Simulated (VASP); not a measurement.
A run of VASP 6.6.1 is set up as follows.

The input INCAR:

```
  ALGO = Fast
  DIPOL = 0.5 0.5 0.500
  EDIFF = 1E-6
  ENCUT = 520
  GGA = PE
  IDIPOL = 3
  ISIF = 2
  ISMEAR = 1
  KPAR = 2
  LASPH = T
  LCHARG = T
  LDIPOL = T
  LREAL = F
  LVACPOTAV = T
  LVHAR = T
  LWAVE = F
  NELM = 60
  PREC = Accurate
  SIGMA = 0.1
```

KPOINTS

```
k-points
0
Gamma
  13 13 1
```

POSCAR

```
Ag                                      
1.0
    1.4613884900      2.5311991400      0.0000000000
   -2.9227769700      0.0000000000      0.0000000000
    0.0000000000      0.0000000000     35.3773575300
  Ag            
     6
Direct
     0.0000000000000000    0.0000000000000000    0.3311541733591549
     0.6666669999999968    0.3333330000000032    0.3982879262503313
     0.3333330000000032    0.6666669999999968    0.4659626508567046
     0.0000000000000000    0.0000000000000000    0.5340373491432953
     0.6666669999999968    0.3333330000000032    0.6017120737496691
     0.3333330000000032    0.6666669999999968    0.6688458266408452
```

Potentials or basis: VASP PAW PBE potentials, release 64 (Ag).

Run with:

```sh
$ cat potpaw_PBE.64/Ag/POTCAR > POTCAR
$ mpirun -np 2 vasp_std > vasp.out
```

(1) Predict the work function of the upper face.

(2) Estimate the work function of the lower face.

(3) Predict the band gap on the k mesh.

(4) Estimate the largest force.

## Answers

(1) 4.40 eV.

(2) 4.40 eV.

(3) none (metal or under the smearing width).

(4) 0.019 eV/Å.
